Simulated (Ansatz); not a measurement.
# V: relaxation of cell and atoms

The calculation used Ansatz 0.2.0, DFT, PBE, PAW with Ansatz's default frozen-core files, scalar-relativistic.

Command: `ansatz run input.yaml --threads 1 --pin off --max-ram 3072MiB --backend cpu --events-out ev --progress --plain --runs-dir out` The run took about 25 s on 1 thread of a shared machine.

```yaml
crystal:
  lattice:
    - [0.0, 2.9235357149, 2.9235357149]
    - [2.9235357149, 0.0, 2.9235357149]
    - [2.9235357149, 2.9235357149, 0.0]
  atoms:
    - { symbol: V, position: [0.0, 0.0, 0.0], spin: 1.5 }
    - { symbol: V, position: [0.25, 0.25, 0.25], spin: 1.5 }
magnetization:
  spin_polarized: true
kpoints:
  mp_grid: { grid: [10, 10, 10] }
scf:
  occupations: { method: fermi_dirac, width: 0.08 }
hamiltonian:
  xc: pbe
  pseudopotentials: { kind: paw }
output:
  forces: true
  stress: true
relax:
  f_tol: 0.005
  max_steps: 80
  cell: {}
```

The run is spin-polarised from parallel moments and ends with 3.74 μB in the cell; other orders may lie lower.

The cell is built from the diamond type as a first guess.

The cutoff is 420 eV; energies and pressures of the walk include the program's estimate of the Pulay term.

Each frame lists the cell vectors (Å), then Cartesian positions (Å); symmetry keeps all forces zero. Free energies count from the first step, -5819.9744 eV.

The walk took 6 evaluations in all; steps that aren't listed are left out.

Step 1: E = 0.0 meV, P = -8.11 GPa

```
cell 0.0000 2.9235 2.9235 2.9235 0.0000 2.9235 2.9235 2.9235 0.0000
V     0.0000    0.0000    0.0000
V     1.4618    1.4618    1.4618
```

Step 2: E = -245.3 meV, P = -3.51 GPa

```
cell 0.0000 2.7939 2.7939 2.7939 0.0000 2.7939 2.7939 2.7939 0.0000
V     0.0000    0.0000    0.0000
V     1.3969    1.3969    1.3969
```

Step 3: E = -272.6 meV, P = 1.68 GPa

```
cell 0.0000 2.7091 2.7091 2.7091 0.0000 2.7091 2.7091 2.7091 0.0000
V     0.0000    0.0000    0.0000
V     1.3546    1.3546    1.3546
```

How does the relaxation end?

It converges, with a = 5.467 Å, b = 5.467 Å, c = 5.467 Å, α = 90.00°, β = 90.00°, γ = 90.00° (conventional cell, space group Fd-3m). The last solve (on a basis chosen afresh for the final cell, so its energy is not quite comparable) gives E = -275.4 meV, P = 0.01 GPa:
```
cell 0.0000 2.7335 2.7335 2.7335 0.0000 2.7335 2.7335 2.7335 0.0000
V     0.0000    0.0000    0.0000
V     1.3667    1.3667    1.3667
```
